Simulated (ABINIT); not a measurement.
Crystal: GaSb.

```xyz
2
Lattice="0.0000 3.0590 3.0590 3.0590 0.0000 3.0590 3.0590 3.0590 0.0000" Properties=species:S:1:pos:R:3 pbc="T T T"
Sb    4.5885    4.5885    4.5885
Ga    0.0000    0.0000    0.0000
```

Base run:

* Program: ABINIT 10.8.3 (patched build)
* Functional: LDA
* Potentials or basis: JTH PAW LDA v2.0
* Cutoff: 463 eV
* k mesh: 6 × 6 × 6
* Occupations: fermi-dirac, width 0.05 eV
* Spin: no spin polarisation

Its results: band gap on the k mesh none (metal or under the smearing width); pressure -1.9 GPa.

Q: The run is repeated on the same cell with these changes: k mesh from 6 × 6 × 6 to 3 × 3 × 3. What comes out?

A: Band gap on the k mesh none (metal or under the smearing width); pressure 0.2 GPa.

Caveats: some runs use coarse meshes; this crystal is a semiconductor, whose small gap the functional closes, so the metal is an error of the method.

Not every run made on this cell is shown here.
